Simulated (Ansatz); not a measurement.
# P (R-3m): compression over a wide range

One table from this session's results is given with a row withheld; the runs are named, their logs left out.

Method: DFT PBE, scalar-relativistic, plane waves, PAW, in Ansatz 0.2.0.

The runs add the D3(BJ) dispersion term to the functional named.

### The system as given

The structure is trigonal, space group R-3m (No. 166). The conventional cell has a = 3.426 Å, b = 3.426 Å, c = 8.711 Å, α = 90.00°, β = 90.00°, γ = 120.00°. P (site symmetry 3m) is surrounded by 6 P at 2.30 to 2.62 Å.

Structure file:

```
CELL_PARAMETERS angstrom
1.71318 0.98910 2.90357
-1.71318 0.98910 2.90357
0.00000 -1.97820 2.90357
ATOMIC_POSITIONS crystal
P 0.23439 0.23439 0.23439
P 0.76561 0.76561 0.76561
```

An earlier run at PBE left this cell at 14.760 Å³/atom and -0.01 GPa (16×16×16 mesh).

Set-up of the first run:

Input file input.yaml:

```yaml
crystal:
  lattice:
    - [1.6900215496, 0.9757343966, 2.8643251636]
    - [-1.6900215496, 0.9757343966, 2.8643251636]
    - [0.0, -1.9514687932, 2.8643251636]
  atoms:
    - { symbol: P, position: [0.2343904313, 0.2343904313, 0.2343904313] }
    - { symbol: P, position: [0.7656095687, 0.7656095687, 0.7656095687] }
basis:
  ecutwfc: 420
  ecutrho_ratio: 4
kpoints:
  mp_grid: { grid: [16, 16, 16] }
hamiltonian:
  xc: pbe
  dispersion: d3bj
scf:
  occupations: { method: gaussian, width: 0.05 }
output:
  forces: true
  stress: true
  eigenvalues: true
relax:
  f_tol: 0.01
  max_steps: 40
  cell: { stress_tol: 0.1, fix: [volume] }
```

Started as:

```
$ ansatz run input.yaml --threads 1 --pin off --max-ram 2560MiB --backend cpu --events-out ev --progress --plain --runs-dir out
```

Among the steps run: Volume × 0.96; Volume × 1.04; Volume × 0.92; Volume × 0.88; Volume × 0.84; Volume × 0.8; Volume × 0.76; Volume × 0.72; Volume × 0.68; Volume × 0.64.

One of the session's tables, all rows but one given; the rest of the session is left out.

```
volume (Å³/atom)  energy above the lowest (meV/atom)  pressure (GPa)
           9.447                              1161.6           114.6
          10.037                               797.7            84.8
          10.627                               526.8            62.9
          11.218                               330.3            44.6
          11.808                               195.1            31.2
          12.399                                   ?               ?
          12.989                                44.2            11.0
          13.580                                15.2             5.4
          14.170                                 4.4             0.8
          14.760                                 0.0             0.0
          15.351                                 4.4            -2.1
```

Q: Estimate the row for volume (Å³/atom) = 12.399 from the others.

Worked estimate for «energy above the lowest (meV/atom)». A straight line through the neighbours (11.808, 195.1) and (12.989, 44.2) gives 195.1 + (44.2 − 195.1) × (12.399 − 11.808) / (12.989 − 11.808) = 119.6; a parabola fitted to 4 rows on both sides gives 101.9.

**Answer.** energy above the lowest (meV/atom): 100.9; pressure (GPa): 20.1. In «energy above the lowest (meV/atom)» the line misses by +18.7 and the parabola by +1.0.

To keep in mind: Other structures may be lower in enthalpy at these pressures.
